## A point with too little symmetry

Level point 3 looks wrong. It lies at $(0,-\tfrac12,0.2)$ in the Brillouin zone of tetragonal hafnia, a place that few symmetry operations of the crystal leave unchanged. Yet its six listed levels form three exact pairs. At the zone centre Γ, level point 1, every symmetry operation of the crystal is available, and still the filled level at −0.118 eV stands alone, as does the lowest empty one at 4.790 eV.

Equal energies are usually a sign of high symmetry, so the order seems reversed. What matters is the kind of symmetry, and how it acts on a wave that changes sign from one cell to the next.

Quantum ESPRESSO 7.5 calculation of tetragonal HfO2 (P4_2/nmc, 6-atom cell) at fixed geometry, with PBE and without spin polarisation or spin-orbit coupling. It uses an 8×8×5 k mesh, SSSP 1.3 efficiency PBE potentials, a wave cutoff of 816.342 eV and Fermi-Dirac smearing of 0.05 eV. Levels are counted from the highest filled level on the mesh.

```tsv
point a (reciprocal cell vector)	point b (reciprocal cell vector)	point c (reciprocal cell vector)	level point (row)	level under 4 (eV)	level under 3 (eV)	level under 2 (eV)	level under 1 (eV)	level over 1 (eV)	level over 2 (eV)
0.0000	0.0000	0.0000	1	-0.679	-0.118	-0.068	-0.068	4.790	4.804
0.0000	0.0000	0.4000	2	-0.675	-0.675	0.000	0.000	5.246	5.516
0.0000	-0.5000	0.2000	3	-1.562	-1.562	-0.398	-0.398	5.252	5.252
0.2500	0.2500	0.0000	4	-0.962	-0.327	-0.184	-0.019	5.699	5.745
-0.5000	-0.5000	0.0000	5	-0.787	-0.787	-0.520	-0.520	5.829	5.829
-0.5000	-0.5000	0.2000	6	-1.019	-1.019	-0.268	-0.268	5.913	5.913
-0.5000	-0.5000	0.4000	7	-1.405	-1.405	-0.058	-0.058	6.034	6.034
```

The columns "point a", "point b" and "point c" hold the three components of the wave vector, in units of the reciprocal cell vectors. "Level under 1" is the highest filled level at a point and "level over 1" the lowest empty one. Energies count from the highest filled level on the mesh. The calculation is a PBE one without spin, so each level holds two electrons and a pair of levels holds four.

## Half a turn and half a step

The crystal has a screw axis along its edge $b$. Turn the structure by 180° about this axis, push it along by half a cell edge, and it falls onto itself. Two such moves make a full turn, which changes nothing, and a shift by one whole edge.

For a wave, that whole shift matters. At $b=0$ the wave repeats from cell to cell along this edge, and the shift leaves it as it was. At $b=\pm\tfrac12$ it changes sign in each new cell, and the shift multiplies it by −1. A state on this face of the zone can't settle into a form that the screw motion, combined with a reversal of time, maps onto itself. It needs a partner of the same energy.

## The argument in four steps

Call the screw motion $S$ and time reversal $K$. Without spin, $K$ is complex conjugation, and $K^2=1$. Let $\Theta=SK$ be the two together, and $k_b$ the component printed as "point b".

1. The half turn reverses the components along $a$ and $c$, and time reversal reverses all three. Together they reverse only $k_b$.
2. The values $-\tfrac12$ and $+\tfrac12$ describe the same wave, since they differ by a whole reciprocal vector. On this face $\Theta$ therefore turns a state into one at the same point with the same energy.
3. Applied twice, $\Theta$ is the shift by one edge, so $\Theta^2=e^{-2\pi i k_b}$.
4. Suppose the new state were the old one up to a phase, $\Theta\psi=e^{i\varphi}\psi$. Because $\Theta$ conjugates numbers, a second application gives $\Theta^2\psi=e^{-i\varphi}e^{i\varphi}\psi=\psi$. This requires $\Theta^2=+1$.

Now take level point 3, where $k_b=-0.5$. Step 3 gives $\Theta^2=e^{i\pi}=-1$, which contradicts step 4. The new state must be a different one, and each level at this point is at least double. The predicted splitting within a pair is zero, and the table has −0.398 eV twice, −1.562 eV twice and 5.252 eV twice.

At Γ the same operation also keeps the point, but $k_b=0$ gives $\Theta^2=+1$. The contradiction is gone, and single levels are allowed.

## How far the rule reaches

The rule has no adjustable constant. It demands pairs at level points 3, 5, 6 and 7, and there all listed levels are paired to the printed 0.001 eV. At the other three points the two lowest empty levels are split. The program's output after this text sets the rule beside the splittings.

A more familiar source of pairs is the fourfold axis along $c$. As a rule for where all levels are paired, it fails in both directions: level point 3 doesn't lie on such an axis and is fully paired, while level points 1 and 2 do and keep single levels.

The agreement shows that the symmetry has been read correctly. It is no test of PBE, because the symmetry was already in the structure that the calculation started from.

## The pairs that the screw axis doesn't explain

Γ has one pair among its listed filled levels, at −0.068 eV, and level point 2 has two. Here the fourfold axis does play a part. It is a screw axis too, with half a step along $c$, but at each of these two points the whole motion follows the same rules as a plain quarter turn, apart from a phase common to all states. A quarter turn carries a pattern that points along $a$ into one that points along $b$, and two patterns related in this way must have equal energy. A pattern that the quarter turn merely returns, perhaps with a changed sign, has no such partner. Pairs and single levels can therefore stand side by side, as they do at both points.

Level point 4, at $(\tfrac14,\tfrac14,0)$, has neither cause. The operation $\Theta$ sends it to a different point of the zone, and it doesn't lie on a fourfold axis. No two of its six levels coincide.

The two kinds of pair would respond differently to strain. If a film is stretched along $a$ only, the edges $a$ and $b$ become unequal and the fourfold axis is lost, so the pairs at Γ may split. The screw axis along $b$ survives this strain, and with it the pairs on the face $b=\pm\tfrac12$.

## Partners are tied, pairs are free

Symmetry fixes which levels coincide, but it doesn't fix their energy. Level points 5, 6 and 7 show this along an edge of the zone, where only the component along $c$ changes. The two listed filled pairs lie 0.267 eV apart at level point 5 and 1.347 eV apart at level point 7. The spacing grows fivefold, while no pair opens. The columns rank the levels by energy at each point, so the table doesn't show that the same two pairs are followed all the way.

The general reason lies in the phase between neighbouring cells along $c$. It goes from 0° at level point 5 to $0.4\times360^\circ=144^\circ$ at level point 7. The filled levels near the gap are expected to be mainly oxygen 2p, and the phase helps to decide how far neighbouring orbitals meet in a bonding or an antibonding way. Levels that become more antibonding rise, and levels that become more bonding fall. This is the standard tight-binding picture; the table shows the movement, not the contacts that cause it.

## What this means for the gap

The lowest empty level is at Γ and the highest filled one at level point 2, which makes the gap on the mesh indirect, 4.79 eV wide. The direct gap at Γ is only 0.068 eV larger. Whether light is absorbed strongly at that energy also depends on the symmetry of the two levels at Γ, which the table doesn't give.

The seven points are only a selection from the mesh, but on them the two band edges are not equally well located. Among the listed points, the nearest competitor for the lowest empty level lies 0.456 eV higher. For the highest filled level, level points 1, 4 and 7 all come within 0.07 eV of the top. A small change of cell shape or method could move the valence maximum to another point.

The mesh adds its own doubt. Its five divisions along $c$ pass over the plane $c=\tfrac12$, and the top filled pair rises from level point 5 to 6 and again to 7, where it is 0.058 eV short of the top. Level point 2, the highest on the mesh, lies just as close to that plane, and its top pair stands 0.068 eV above the one at Γ. Whether either pair goes on rising up to the plane isn't shown. If the true maximum lies off the mesh, the PBE gap of this structure is somewhat smaller than 4.79 eV.

## Which results would survive a better calculation

The energies belong to a cell held under a pressure of about 8 GPa, and PBE usually makes gaps too small. Relaxing the cell or changing the functional would shift the levels. The pairing would remain as long as the structure keeps its symmetry, since the argument uses no energy at all.

Spin-orbit coupling is a different matter, because it changes the argument itself. Once spin is tied to the orbital motion, time reversal applied twice gives −1 instead of +1, but the full turn of the spin brings a second −1, and the two signs cancel. The argument still forces two states to share an energy on this face, but now with spin counted, whereas a pair in the table holds four. At a general point of this face a pair may then split into two levels of two states each, which differ in sign under the reflection across $b$. At level points 3, 5, 6 and 7 the reflection across $a$ also keeps the point, and with spin included it turns one of these levels into the other. All four states therefore still share one energy there. The pairs at Γ and level point 2 lack this protection and may split. The coupling could also alter the 0.014 eV between the two lowest empty levels at Γ, which are expected to be mainly hafnium 5d, so their close approach shouldn't be taken as a property of the real material.

Printed output of the fit:

```
Pairing rule (1 = yes) and splittings in eV:
   row  point  all_paired_by_screw  on_fourfold_axis  under_4_to_3  under_2_to_1  over_1_to_2
   0.0      1                    0                 1         0.561             0        0.014
   0.0      2                    0                 1             0             0         0.27
   0.0      3                    1                 0             0             0            0
  0.25      4                    0                 0         0.635         0.165        0.046
  -0.5      5                    1                 1             0             0            0
  -0.5      6                    1                 1             0             0            0
  -0.5      7                    1                 1             0             0            0
Distances in eV:
   row  point  under_3_to_2  direct_gap
   0.0      1          0.05       4.858
   0.0      2         0.675       5.246
   0.0      3         1.164        5.65
  0.25      4         0.143       5.718
  -0.5      5         0.267       6.349
  -0.5      6         0.751       6.181
  -0.5      7         1.347       6.092
Number of points where the screw rule forces pairs: 4
Largest sum of the three splittings at those points, eV: 0
Smallest conduction splitting at the other points, eV: 0.014
Smallest gap between the listed points, eV: 4.79
Smallest direct gap among the listed points, eV: 4.858
Direct gap less indirect gap, eV: 0.068
Rise of the lowest conduction level from point 1 to point 2, eV: 0.456
Rise of the top valence pair from point 5 to point 7, eV: 0.462
Fall of the lower valence pair from point 5 to point 7, eV: 0.618
Distance between the valence pairs, point 7 over point 5, ratio: 5.045
Top pair at point 7 below the valence top, eV: 0.058
```
